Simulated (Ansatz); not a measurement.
## Al2Cu (P4/mmm), generalised stacking fault

Level of theory: DFT PBEsol, scalar-relativistic, plane waves, PAW (Ansatz). Cutoff 420 eV, Γ-centred 16×8×4 k-points, Gaussian smearing of 0.15 eV. No spin polarisation. Energies are free energies at this smearing, counted from the undisturbed cell; pressure is positive in compression.

The starting cell (relaxed at this level; it needn't be the usual structure):

```
Al Cu
1.0
     0.00000    0.00000   -2.84639
    -4.08417    4.08417    0.00000
     8.16834    8.16834    0.00000
Al Cu
8 4
Direct
  0.50000 0.25000 0.31250
  0.50000 0.75000 0.56250
  0.50000 0.25000 0.81250
  0.50000 0.75000 0.06250
  0.50000 0.25000 0.06250
  0.50000 0.75000 0.31250
  0.50000 0.25000 0.56250
  0.50000 0.75000 0.81250
  0.00000 0.50000 0.18750
  0.00000 0.00000 0.43750
  0.00000 0.50000 0.68750
  0.00000 0.00000 0.93750
```

The cut lies on the cell's a–b face, a (1 1 0) plane (indices in the standard cell, whose axes needn't be the Cartesian ones shown) of area 16.44 Å², between layers 1.44 Å apart. Vector c is tilted by f times 1·a − 1·b (length 6.439 Å) with the atoms' Cartesian places fixed: one unrelaxed fault a cell. The cell is metallic on the mesh throughout.

```
     f  γ (mJ/m²) shear traction, the slope of γ along the slip (GPa)
0.0000          0                                                  0.0
0.1667       2772                                                 54.1
0.3333       5903                                                -30.2
0.5000       1974                                                  0.0
```

Cost: 4 runs of about 17 core-minutes in all, on Intel Xeon Processor @ 2.70GHz (shared hosts).